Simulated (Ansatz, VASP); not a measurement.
## Two plane-wave programs on As

```xyz
1
Lattice="2.7291 0.0000 0.0000 0.0000 2.7291 0.0000 0.0000 0.0000 2.7291" Properties=species:S:1:pos:R:3 pbc="T T T"
As    0.0000    0.0000    0.0000
```

Alike in both runs: functional PBE; k mesh 15 × 15 × 15; occupations fermi-dirac, width 0.05 eV; no spin polarisation.

Ansatz relaxed the structure, and its values are those at the end. VASP's run is a single point on that final structure, the one shown.

|  | VASP | Ansatz |
| --- | --- | --- |
| version | VASP 6.6.1 | Ansatz 0.2.0 |
| potentials or method | VASP PAW PBE potentials, release 64 (As) | PAW with Ansatz's default frozen-core files, scalar-relativistic |
| plane-wave cutoff (eV) | 520 | 420 |
| valence electrons in the cell | 5 | 15 |

Ansatz gave:

```
pressure (GPa) : 0.0
```

Task: Which values does VASP return?

Result: Pressure (GPa): 0.2.

The functional is the same, so the differences come from potentials, cutoffs and numerics. The two sets of potentials don't hold the same shells in valence.
